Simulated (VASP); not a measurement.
# Nb5N4 in VASP: notebook

The runs below take Nb5N4 through single point, with LDA.

Program: VASP 6.6.1. These are calculated values, not measurements. Logs are shortened: lines on timing, memory, paths and dates and some standing lists are left out, and cuts for length are marked.

**1. The structure**

The cell holds a slab with vacuum, 9 atoms: a = 2.940 Å, b = 2.940 Å, c = 23.160 Å, α = 90.00°, β = 90.00°, γ = 120.00°.

**2. Single point, LDA**

INCAR reads:

```
PREC     = Accurate       # precision mode
ENCUT    = 400            # plane-wave cutoff, eV
EDIFF    = 1E-7           # SCF threshold, eV
ISMEAR   = 1              # smearing method
SIGMA    = 0.1            # smearing width, eV
LREAL    = F              # projectors in reciprocal space
LASPH    = T              # aspherical terms in the spheres
NELM     = 120            # most SCF steps
ALGO     = Normal         # electronic algorithm
ISIF     = 2              # what is computed and relaxed
LWAVE    = F              # write WAVECAR
LCHARG   = F              # write CHGCAR
LDIPOL   = T            
IDIPOL   = 3            
DIPOL    = 0.5 0.5 0.500
GGA      = CA             # functional
NBANDS   = 60             # bands
LVHAR    = T            
LVACPOTAV= T
```

KPOINTS reads:

```
regular mesh
0
Gamma
  5 5 1
```

POSCAR reads:

```
Nb5N4
1.0
    2.9399979705      0.0000000000      0.0000000000
   -1.4699989852      2.5461129295      0.0000000000
    0.0000000000      0.0000000000     23.1600000000
Nb N
5 4
Direct
    0.0000000000      0.0000000000      0.2590673575
    0.0000000000      0.0000000000      0.3795336788
    0.0000000000      0.0000000000      0.5000000000
    0.0000000000      0.0000000000      0.6204663212
    0.0000000000      0.0000000000      0.7409326425
    0.6666666667      0.3333333334      0.3193005181
    0.6666666667      0.3333333334      0.4397668394
    0.6666666667      0.3333333334      0.5602331606
    0.6666666667      0.3333333334      0.6806994819
```

Potentials or basis: VASP PAW LDA potentials, release 64 (Nb_sv, N).

On the command line:

```console
> cat potpaw_LDA.64/Nb_sv/POTCAR potpaw_LDA.64/N/POTCAR > POTCAR
> mpirun -np 1 vasp_std > vasp.out
```

OUTCAR:

```text
PREC = Accurate
   ENCUT = 400
   EDIFF = 1E-7
   ISMEAR = 1
   LREAL = F
   LASPH = T
   NELM = 120
   ISIF = 2
   GGA = CA

 Found      5 irreducible k-points:

 Following reciprocal coordinates:
            Coordinates               Weight
  0.000000  0.000000  0.000000      1.000000
  0.200000 -0.000000  0.000000      6.000000
  0.400000  0.000000  0.000000      6.000000
  0.200000  0.200000  0.000000      6.000000
  0.400000  0.200000  0.000000      6.000000
   k-points           NKPTS =      5   k-points in BZ     NKDIM =      5   number of bands    NBANDS=     60
   number of dos      NEDOS =    301   number of ions     NIONS =      9
   total plane-waves  NPLWV =  64000
   dimension x,y,z NGX =    20 NGY =   20 NGZ =  160
   dimension x,y,z NGXF=    40 NGYF=   40 NGZF=  320
   ions per type =               5   4
   NGX,Y,Z   is equivalent  to a cutoff of  11.31, 11.31, 11.49 a.u.
   NGXF,Y,Z  is equivalent  to a cutoff of  22.62, 22.62, 22.97 a.u.
 SYSTEM =  unknown system
   PREC   = accura    normal or accurate (medium, high low for compatibility)
   ISTART =      0    job   : 0-new  1-cont  2-samecut
   ICHARG =      2    charge: 1-file 2-atom 10-const
   ISPIN  =      1    spin polarized calculation?
   LNONCOLLINEAR =      F non collinear calculations
   LSORBIT =      F    spin-orbit coupling
   LASPH  =      T    aspherical Exc in radial PAW
   ENCUT  =  400.0 eV  29.40 Ry    5.42 a.u.   4.79  4.79 37.77*2*pi/ulx,y,z
   NELM   =    120;   NELMIN=  2; NELMDL= -5     # of ELM steps
   EDIFF  = 0.1E-06   stopping-criterion for ELM
   LREAL  =      F    real-space projection
   EDIFFG = 0.1E-05   stopping-criterion for IOM
   NSW    =      0    number of steps for IOM
   IBRION =     -1    ionic relax: 0-MD 1-quasi-New 2-CG
   NFREE  =      0    steps in history (QN), initial steepest desc. (CG)
   ISIF   =      2    stress and relaxation
   ISYM   =      2    0-nonsym 1-usesym 2-fastsym
   POTIM  = 0.5000    time-step for ionic-motion
   TEBEG  =    0.0;   TEEND  =   0.0 temperature during run
   PSTRESS=    0.0 pullay stress
   NELECT =      85.0000    total number of electrons
   NUPDOWN=      -1.0000    fix difference up-down
   EMIN   =  10.00;   EMAX   =-10.00  energy-range for DOS
   EFERMI =   0.00;   METHOD = LEGACY
   ISMEAR =     1;   SIGMA  =   0.10  broadening in eV -4-tet -1-fermi 0-gaus
   EFERMI_NEDOS =   21; number of points for ismear=-14 and -15
   IALGO  =     38    algorithm
   IMIX   =      4    mixing-type and parameters
     AMIX     =   0.40;   BMIX     =  1.00
     AMIX_MAG =   1.60;   BMIX_MAG =  1.00
  volume/ion in A,a.u.               =      19.26       129.99
  Fermi-wavevector in a.u.,A,eV,Ry     =   1.290902  2.439452 22.673141  1.666429
  Thomas-Fermi vector in A             =   2.422705
   LORBIT       =      0    0 simple, 1 ext, 2 COOP (PROOUT), +10 PAW based schemes
   GGA     = CA    functional components
   LHFCALC =     F    Hartree Fock is set to
   AEXX    =    0.0000 exact exchange contribution
   IVDW    =     0    specifies the selected vdW correction
   LEPSILON=     F    determine dielectric tensor
   LRPA    =     F    only Hartree local field effects (RPA)
 non-spin polarized calculation
 Methfessel and Paxton  Order N= 1 SIGMA  =   0.10
  energy-cutoff  :      400.00
  volume of cell :      173.37
 maximum number of plane-waves:      3171
 NGX is ok and might be reduce to    20
   NGX =  9   NGY =  9   NGZ = 75

 number of electron      84.9999993 magnetization

 dipolmoment           0.000000      0.000000     -0.000000 electrons x Angstroem

 Free energy of the ion-electron system (eV)
  ---------------------------------------------------
  ext. energy  EPLUGINS =         0.00000000
  ---------------------------------------------------
  free energy    TOTEN  =      -100.68727611 eV

  energy without entropy =     -100.68512032  energy(sigma->0) =     -100.68655751

 E-fermi :   5.6421     XC(G=0):  -8.8615

 val. band max:        5.6154434879   @ k =   0.0000   0.0000   0.0000
 cond. band min:       5.7236371762   @ k =   0.4000   0.0000   0.0000
 fundamental gap:      0.1081936883
 Fermi energy:         5.6421319596

 k-point     1 :       0.0000    0.0000    0.0000
  band No.  band energies     occupation
      1     -49.5969      2.00000
      2     -49.5683      2.00000
      3     -49.4551      2.00000
      4     -49.1986      2.00000
      5     -49.1984      2.00000
      6     -26.6883      2.00000
[... 46 lines left out ...]
     53       7.8621      0.00000
     54       8.7643      0.00000

 k-point     2 :       0.2000   -0.0000    0.0000
  band No.  band energies     occupation
      1     -49.5375      2.00000
      2     -49.5100      2.00000
      3     -49.3981      2.00000
      4     -49.1439      2.00000
      5     -49.1437      2.00000
      6     -26.5682      2.00000
[... 46 lines left out ...]
     53       8.6134      0.00000
     54       8.7659      0.00000

 k-point     3 :       0.4000    0.0000    0.0000
  band No.  band energies     occupation
      1     -49.4398      2.00000
      2     -49.4141      2.00000
      3     -49.3042      2.00000
      4     -49.0539      2.00000
      5     -49.0538      2.00000
      6     -26.4127      2.00000
[... 46 lines left out ...]
     53       9.4771      0.00000
     54       9.6955      0.00000

 k-point     4 :       0.2000    0.2000    0.0000
  band No.  band energies     occupation
      1     -49.4587      2.00000
      2     -49.4326      2.00000
      3     -49.3224      2.00000
      4     -49.0713      2.00000
      5     -49.0711      2.00000
      6     -26.4057      2.00000
[... 46 lines left out ...]
     53       9.0914      0.00000
     54       9.4282      0.00000

 k-point     5 :       0.4000    0.2000    0.0000
  band No.  band energies     occupation
      1     -49.4094      2.00000
      2     -49.3842      2.00000
      3     -49.2750      2.00000
      4     -49.0259      2.00000
      5     -49.0257      2.00000
      6     -26.3829      2.00000
[... 46 lines left out ...]
     53       9.6341      0.00000
     54       9.7245      0.00000
 [bands above 54 left out]

------------------------ aborting loop because EDIFF is reached ----------------------------------------

  FORCE on cell =-STRESS in cart. coord.  units (eV):
  Direction    XX          YY          ZZ          XY          YZ          ZX
  --------------------------------------------------------------------------------------
  -------------------------------------------------------------------------------------
  Total       -8.3830090     -8.3830090      3.7776203     -0.0000000     -0.0000000     -0.0000000
  in kB      -77.4724461    -77.4724461     34.9112691     -0.0000000     -0.0000000     -0.0000000
  external PRESSURE =     -40.0112077 kB  Pullay stress =       0.0000000 kB

 VOLUME and BASIS-vectors are now :
 -----------------------------------------------------------------------------
  energy-cutoff  :      400.00
  volume of cell :      173.37
      direct lattice vectors                 reciprocal lattice vectors
     2.939997970  0.000000000  0.000000000     0.340136289  0.196377778  0.000000000
    -1.469998985  2.546112930  0.000000000     0.000000000  0.392755556  0.000000000
     0.000000000  0.000000000 23.160000000     0.000000000  0.000000000  0.043177893

 POSITION                                       TOTAL-FORCE (eV/Angst)
 -----------------------------------------------------------------------------------
      0.00000      0.00000      6.00000        -0.000000      0.000000     -0.485286
      0.00000      0.00000      8.79000        -0.000000     -0.000000     -0.506940
      0.00000      0.00000     11.58000        -0.000000     -0.000000      0.000000
      0.00000      0.00000     14.37000        -0.000000      0.000000      0.506940
      0.00000      0.00000     17.16000        -0.000000     -0.000000      0.485286
      1.47000      0.84870      7.39500         0.000000     -0.000000      0.239426
      1.47000      0.84870     10.18500         0.000000     -0.000000      0.032868
      1.47000      0.84870     12.97500         0.000000     -0.000000     -0.032868
      1.47000      0.84870     15.76500         0.000000      0.000000     -0.239426
 -----------------------------------------------------------------------------------
    total drift:                                0.000002     -0.000001      0.000000

  FREE ENERGIE OF THE ION-ELECTRON SYSTEM (eV)
  ---------------------------------------------------
  free  energy   TOTEN  =      -100.6872761121 eV

  energy  without entropy=     -100.6851203194  energy(sigma->0) =     -100.68655751

 vacuum level on the upper side and lower side of the slab        10.439        10.439
```

Run time: 2.1 min. Hardware: 1 thread of AMD EPYC, shared host; peak memory 0.16 GiB.

The run converged, but some of its settings lie outside the range that counts as converged, so its numbers aren't taken as properties of the slab.

Results:

- Free energy: -100.6873 eV
- Largest force: 0.507 eV/Å
- Band gap on the k mesh: none (metal or under the smearing width)
- Work function of the upper face: 4.80 eV
- Work function of the lower face: 4.80 eV

Caveat: the k mesh is coarse (spacing up to 0.49 Å⁻¹), so the values aren't converged; the cutoff is under 1.25 times the usual one of these potentials, so pressure, stress and relaxed cells hold a basis-set (Pulay) error.

**3. Single point, LDA**

This run uses another cell than the first one, of 15.94 Å³/atom, 0.827 times its volume.

INCAR is that of step 2.

KPOINTS reads:

```
regular mesh
0
Gamma
  8 8 1
```

POSCAR reads:

```
Nb5N4
1.0
    2.9399979705      0.0000000000      0.0000000000
   -1.4699989852      2.5461129295      0.0000000000
    0.0000000000      0.0000000000     19.1600000000
Nb N
5 4
Direct
    0.0000000000      0.0000000000      0.2087682672
    0.0000000000      0.0000000000      0.3543841336
    0.0000000000      0.0000000000      0.5000000000
    0.0000000000      0.0000000000      0.6456158664
    0.0000000000      0.0000000000      0.7912317328
    0.6666666667      0.3333333334      0.2815762004
    0.6666666667      0.3333333334      0.4271920668
    0.6666666667      0.3333333334      0.5728079332
    0.6666666667      0.3333333334      0.7184237996
```

Potentials or basis: VASP PAW LDA potentials, release 64 (Nb_sv, N).

On the command line:

```console
> cat potpaw_LDA.64/Nb_sv/POTCAR potpaw_LDA.64/N/POTCAR > POTCAR
> mpirun -np 1 vasp_std > vasp.out
```

Run time: 3 min. Hardware: 1 thread of AMD EPYC, shared host; peak memory 0.16 GiB.

These settings aren't checked as converged: the numbers below hold their error.

What came out:

```
Free energy            : -100.6770 eV
Largest force          : 0.457 eV/Å
Band gap on the k mesh : none (metal or under the smearing width)
```

Caveat: the cutoff is under 1.25 times the usual one of these potentials, so pressure, stress and relaxed cells hold a basis-set (Pulay) error.

**4. Single point, LDA**

This run uses another cell than the first one, of 14.27 Å³/atom, 0.741 times its volume.

Edit INCAR of step 3 so:

```diff
@@ -12,5 +12,2 @@
 LCHARG   = F              # write CHGCAR
-LDIPOL   = T            
-IDIPOL   = 3            
-DIPOL    = 0.5 0.5 0.500
 GGA      = CA             # functional
@@ -18,2 +15,3 @@
 LVHAR    = T            
-LVACPOTAV= T
+LVACPOTAV= T            
+IDIPOL   = 3
```

KPOINTS reads:

```
regular mesh
0
Gamma
  10 10 1
```

POSCAR reads:

```
Nb5N4
1.0
    2.9399979705      0.0000000000      0.0000000000
   -1.4699989852      2.5461129295      0.0000000000
    0.0000000000      0.0000000000     17.1600000000
Nb N
5 4
Direct
    0.0000000000      0.0000000000      0.1748251748
    0.0000000000      0.0000000000      0.3374125874
    0.0000000000      0.0000000000      0.5000000000
    0.0000000000      0.0000000000      0.6625874126
    0.0000000000      0.0000000000      0.8251748252
    0.6666666667      0.3333333334      0.2561188811
    0.6666666667      0.3333333334      0.4187062937
    0.6666666667      0.3333333334      0.5812937063
    0.6666666667      0.3333333334      0.7438811189
```

On the command line:

```console
> cat potpaw_LDA.64/Nb_sv/POTCAR potpaw_LDA.64/N/POTCAR > POTCAR
> mpirun -np 1 vasp_std > vasp.out
```

It took 3.2 min on 1 thread of AMD EPYC, shared host; peak memory 0.16 GiB.

These settings aren't checked as converged: the numbers below hold their error.

What came out:

* Free energy: -100.7247 eV
* Largest force: 0.472 eV/Å
* Band gap on the k mesh: none (metal or under the smearing width)

Caveat: the cutoff is under 1.25 times the usual one of these potentials, so pressure, stress and relaxed cells hold a basis-set (Pulay) error.

**5. Single point, LDA**

Edit INCAR of step 4 so:

```diff
@@ -1,3 +1,3 @@
 PREC     = Accurate       # precision mode
-ENCUT    = 400            # plane-wave cutoff, eV
+ENCUT    = 300            # plane-wave cutoff, eV
 EDIFF    = 1E-7           # SCF threshold, eV
@@ -12,2 +12,5 @@
 LCHARG   = F              # write CHGCAR
+LDIPOL   = T            
+IDIPOL   = 3            
+DIPOL    = 0.5 0.5 0.500
 GGA      = CA             # functional
@@ -15,3 +18,2 @@
 LVHAR    = T            
-LVACPOTAV= T            
-IDIPOL   = 3
+LVACPOTAV= T
```

KPOINTS is that of step 4.

POSCAR reads:

```
Nb5N4
1.0
    2.9399979705      0.0000000000      0.0000000000
   -1.4699989852      2.5461129295      0.0000000000
    0.0000000000      0.0000000000     23.1600000000
Nb N
5 4
Direct
    0.0000000000      0.0000000000      0.2590673575
    0.0000000000      0.0000000000      0.3795336788
    0.0000000000      0.0000000000      0.5000000000
    0.0000000000      0.0000000000      0.6204663212
    0.0000000000      0.0000000000      0.7409326425
    0.6666666667      0.3333333334      0.3193005181
    0.6666666667      0.3333333334      0.4397668394
    0.6666666667      0.3333333334      0.5602331606
    0.6666666667      0.3333333334      0.6806994819
```

Potentials or basis: VASP PAW LDA potentials, release 64 (Nb_sv, N).

On the command line:

```console
> cat potpaw_LDA.64/Nb_sv/POTCAR potpaw_LDA.64/N/POTCAR > POTCAR
> mpirun -np 1 vasp_std > vasp.out
```

OUTCAR:

```text
PREC = Accurate
   ENCUT = 300
   EDIFF = 1E-7
   ISMEAR = 1
   LREAL = F
   LASPH = T
   NELM = 120
   ISIF = 2
   GGA = CA

 Found     14 irreducible k-points:

 Following reciprocal coordinates:
            Coordinates               Weight
  0.000000  0.000000  0.000000      1.000000
  0.100000 -0.000000  0.000000      6.000000
  0.200000 -0.000000  0.000000      6.000000
  0.300000  0.000000  0.000000      6.000000
  0.400000  0.000000  0.000000      6.000000
  0.500000  0.000000  0.000000      3.000000
   k-points           NKPTS =     14   k-points in BZ     NKDIM =     14   number of bands    NBANDS=     60
   number of dos      NEDOS =    301   number of ions     NIONS =      9
   total plane-waves  NPLWV =  45360
   dimension x,y,z NGX =    18 NGY =   18 NGZ =  140
   dimension x,y,z NGXF=    36 NGYF=   36 NGZF=  280
   ions per type =               5   4
   NGX,Y,Z   is equivalent  to a cutoff of  10.18, 10.18, 10.05 a.u.
   NGXF,Y,Z  is equivalent  to a cutoff of  20.36, 20.36, 20.10 a.u.
 SYSTEM =  unknown system
   PREC   = accura    normal or accurate (medium, high low for compatibility)
   ISTART =      0    job   : 0-new  1-cont  2-samecut
   ICHARG =      2    charge: 1-file 2-atom 10-const
[... 72 lines left out ...]
      6     -26.8042      2.00000
[... 331 lines left out ...]
     53       9.8964      0.00000
     54      10.0397      0.00000

 [... further k-points ...]

 [bands above 54 left out]

------------------------ aborting loop because EDIFF is reached ----------------------------------------

  FORCE on cell =-STRESS in cart. coord.  units (eV):
  Direction    XX          YY          ZZ          XY          YZ          ZX
  --------------------------------------------------------------------------------------
  -------------------------------------------------------------------------------------
  Total      -17.8381135    -17.8381135     -6.1002558     -0.0000000     -0.0000000      0.0000000
  in kB     -164.8527731   -164.8527731    -56.3761453     -0.0000000     -0.0000000      0.0000000
  external PRESSURE =    -128.6938972 kB  Pullay stress =       0.0000000 kB

 VOLUME and BASIS-vectors are now :
 -----------------------------------------------------------------------------
  energy-cutoff  :      300.00
  volume of cell :      173.37
      direct lattice vectors                 reciprocal lattice vectors
     2.939997970  0.000000000  0.000000000     0.340136289  0.196377778  0.000000000
    -1.469998985  2.546112930  0.000000000     0.000000000  0.392755556  0.000000000
     0.000000000  0.000000000 23.160000000     0.000000000  0.000000000  0.043177893

 POSITION                                       TOTAL-FORCE (eV/Angst)
 -----------------------------------------------------------------------------------
      0.00000      0.00000      6.00000         0.000000      0.000000     -0.443088
      0.00000      0.00000      8.79000         0.000000     -0.000000     -0.473955
      0.00000      0.00000     11.58000         0.000000      0.000000      0.000000
      0.00000      0.00000     14.37000         0.000000     -0.000000      0.473955
      0.00000      0.00000     17.16000        -0.000000      0.000000      0.443088
      1.47000      0.84870      7.39500        -0.000000      0.000000      0.132246
      1.47000      0.84870     10.18500        -0.000000     -0.000000      0.028258
      1.47000      0.84870     12.97500        -0.000000     -0.000000     -0.028258
      1.47000      0.84870     15.76500         0.000000     -0.000000     -0.132246
 -----------------------------------------------------------------------------------
    total drift:                                0.000000     -0.000000      0.000000

  FREE ENERGIE OF THE ION-ELECTRON SYSTEM (eV)
  ---------------------------------------------------
  free  energy   TOTEN  =      -100.6119740236 eV

  energy  without entropy=     -100.6099040688  energy(sigma->0) =     -100.61128404

 vacuum level on the upper side and lower side of the slab        10.579        10.579
```

Wall time 4.1 min (1 thread of AMD EPYC, shared host); peak memory 0.16 GiB.

The run converged, but a check on its numbers failed (symmetry, net force, bounds or a known fault of this set-up), so they aren't taken as properties of the slab.

Caveat: the cutoff lies under the usual one of these potentials, so the numbers hold a large basis-set error.
